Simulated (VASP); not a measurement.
## CuAu under changes of volume

One of the cells (14.368 Å³/atom); the others are scaled copies at fixed shape and fractional positions:

```
CELL_PARAMETERS angstrom
2.91284 0.00000 0.00000
0.00000 2.91284 0.00000
0.00000 0.00000 3.38693
ATOMIC_POSITIONS crystal
Au 0.00000 0.00000 0.00000
Cu 0.50000 0.50000 0.50000
```

| Quantity | Value |
| --- | --- |
| Program | VASP 6.6.1 |
| Functional | PBE |
| Dispersion | D3(BJ) |
| Potentials or basis | VASP PAW PBE potentials, release 64 (Au, Cu) |
| Cutoff | 520 eV |
| k mesh | 8 × 8 × 6 |
| Occupations | fermi-dirac, width 0.05 eV |
| Spin | no spin polarisation |

```tsv
volume (Å³/atom)	energy over the lowest point (meV/atom)	pressure (GPa)
13.794	?	?
14.081	2.31	3.2
14.368	0.00	-0.7
14.656	3.43	-3.6
14.943	11.90	-6.1
```

What does the run at 13.794 Å³/atom give?

Energy over the lowest point 11.12 meV/atom; pressure 7.1 GPa.

Worked out: A Birch-Murnaghan fit of order 2 (a polynomial in V^(-2/3)) to the other rows has its minimum at 14.34 Å³/atom with B0 = V·E''(V) = 159 GPa at fixed shape and positions, which overstates the stiffness. It gives 10.83 meV/atom at 13.794 Å³/atom, against the run's 11.12, and -dE/dV = 6.6 GPa, against 7.1.

Energies are extrapolated to zero smearing.

Caveats: pairwise dispersion overbinds metals, which lowers pressure and volume.
